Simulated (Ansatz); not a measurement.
# C: the cost of one run

Program: Ansatz 0.2.0. Level of theory: DFT LDA+D3(BJ), scalar-relativistic, plane waves, PAW. These are calculated values, not measurements.

6 further runs of the same task are left out: 6 set aside as unsound or not needed.

## (1) The system as given

It takes space group Fmmm (No. 69, orthorhombic). Conventional cell: a = 2.446 Å, b = 4.232 Å, c = 6.231 Å, α = 90.00°, β = 90.00°, γ = 90.00°. Around C (site symmetry m2m) lie 3 C at 1.41 Å.

Coordinates:

```xyz
2
Lattice="0.0000 2.1162 3.1154 1.2230 0.0000 3.1154 1.2230 2.1162 0.0000" Properties=species:S:1:pos:R:3 pbc="T T T"
C     1.2230    0.7057    3.1154
C     1.2230    3.5267    3.1154
```

It is the result of an earlier relaxation at this level (volume 8.06 Å³/atom; gap on the mesh: none (metal)).

## (2) Plan of the line

The energy is mapped over two normal modes frozen in (zone-centre modes of the cell shown, which folds in the wave vector (0, 0, 1/2) of the primitive cell).

First coordinate, amplitude of mode 4 (487 cm⁻¹), largest displacement: 11 values from −0.085 Å. Second coordinate, amplitude of mode 6 (640 cm⁻¹), largest displacement: 11 values from −0.091 Å.

Nothing else is relaxed (the cell and all other modes fixed). Energies count from the relaxed high-symmetry cell. Points are written as (first, second).

The modes come from a phonon run on the reference cell, made beforehand.

Displacement patterns for an amplitude of 1 (Å):

| atom | x1 | y1 | z1 | x2 | y2 | z2 |
| --- | --- | --- | --- | --- | --- | --- |
| C1 | 0.004 | -0.005 | 1.000 | 0.005 | -0.001 | 1.000 |
| C2 | -0.004 | 0.005 | -1.000 | -0.005 | 0.001 | -1.000 |
| C3 | -0.004 | 0.005 | -1.000 | 0.005 | -0.001 | 1.000 |
| C4 | 0.004 | -0.005 | 1.000 | -0.005 | 0.001 | -1.000 |

## (3) Grid point (−0.068 Å, −0.091 Å)

input.yaml reads:

```yaml
crystal:
  lattice:
    - [-1.2230445315, 2.1162144647, 0.0]
    - [-1.2230445315, 0.0, -3.1153734075]
    - [-3.6691335946, -2.1162144647, 0.0]
  atoms:
    - { symbol: C, position: [0.2376653667, 0.0510364047, 0.9039691878] }
    - { symbol: C, position: [0.7625681171, -0.0510364047, 0.4292863176] }
    - { symbol: C, position: [0.2480075683, 0.0073827793, 0.5815793847] }
    - { symbol: C, position: [0.7517589479, -0.0073827793, 0.0851651099] }
basis:
  ecutwfc: 520.0
kpoints:
  mp_grid: { grid: [18, 14, 12] }
hamiltonian:
  xc: lda
  pseudopotentials: { kind: paw, azcp: { folder: soft_1 } }
  dispersion: d3bj
scf:
  occupations: { method: gaussian, width: 0.15 }
output:
  forces: true
  stress: true
  eigenvalues: true
```

On the command line:

```console
$ ansatz run input.yaml --threads 4 --pin off --max-ram 8192MiB --backend cpu --events-out ev --progress --plain --runs-dir out
```

What time and memory should one allow on 4 threads of Arm Neoverse V2, shared host?

About 21 s, with a peak of 1.2 GiB.
